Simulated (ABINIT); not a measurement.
SrO:

```
Sr O
1.0
     3.55329    0.00000    0.00000
    -1.77664    3.07724    0.00000
     0.00000    0.00000    6.21730
Sr O
2 2
Direct
  0.66667 0.33333 0.75000
  0.33333 0.66667 0.25000
  0.00000 0.00000 0.50000
  0.00000 0.00000 0.00000
```

Measurements of this composition are mostly on another form, of space group No. 225.

Program: ABINIT 10.8.3 (patched build). Alike in all runs: task band structure; no spin polarisation; cell as given; smearing fermi-dirac 0.05 eV.

**Question.** Order these runs on this cell by their band gap on the k mesh, lowest first.
A. level PBEsol; potentials or basis JTH PAW PBE v2.0; k mesh 9 × 9 × 5; cutoff (eV) 626; fine-grid cutoff 1224.51 eV
B. level TB-mBJ; potentials or basis JTH PAW LDA v2.0; k mesh 5 × 5 × 3; cutoff (eV) 762; fine-grid cutoff 1360.57 eV
C. level r2SCAN; potentials or basis JTH PAW PBE v2.0; k mesh 9 × 9 × 5; cutoff (eV) 762; fine-grid cutoff 1360.57 eV

**Answer.** A (2.93 eV), C (3.56 eV), B (5.08 eV).

Caveats: the constant c of TB-mBJ comes from the pseudo density here, which moves gaps by up to 0.3 eV between sets of potentials (some runs); the mesh misses the band edges, which the band path finds closer together (some runs).
